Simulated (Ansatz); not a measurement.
**ZnO (rocksalt): gap against strain (epitaxial in the plane normal to [111])**

Rocksalt ZnO, relaxed with r2SCAN in the plane-wave code Ansatz, then strained (epitaxial in the plane normal to [111]; changes of length per length, axes as in the cell below) with the atoms relaxed again within the symmetry that is left. It is cubic, Fm-3m (No. 225); conventional cell a = 4.268 Å, 9.72 Å³ an atom. Zn has 6 O at 2.13 Å; O has 6 Zn at 2.13 Å. Values at 0 K without nuclear motion; spin polarisation is off, and the phase may be a hypothetical one.

```yaml
crystal:
  lattice:
    - [0.00000, 2.13377, 2.13377]
    - [2.13377, 0.00000, 2.13377]
    - [2.13377, 2.13377, 0.00000]
  atoms:
    - { symbol: Zn, position: [0.00000, 0.00000, 0.00000] }
    - { symbol: O, position: [0.50000, 0.50000, 0.50000] }
```

Gaps are the least over each mesh (PBE 10×10×10, r2SCAN 10×10×10, HSE06 8×8×8 when unstrained) and the special points, which keep their unstrained names; stress is the change from the unstrained cell, compression positive.

```csv
strain (%),free normal strain (%),"gap, PBE (eV)","gap, r2SCAN (eV)","gap, HSE06 (eV)","edges, HSE06","in-plane stress, r2SCAN (GPa)","energy rise, r2SCAN (meV/atom)"
-3.83,+3.14,1.066,1.692,2.879,L → Γ,+14.74,32.8
-2.92,+2.38,1.045,1.670,2.855,L → Γ,+10.95,18.8
0.0,0.00,0.950,1.567,2.739,L → Γ,0.00,0.0
+0.5,-0.40,0.916,1.533,2.697,L → Γ,-1.71,0.5
```

Between zero and the nearest strains the slope of the HSE06 gap against strain is -0.040 eV per percent for negative and -0.083 for positive strain.

The meshes of the hybrids are coarse, so their gaps aren't converged to the digits shown.
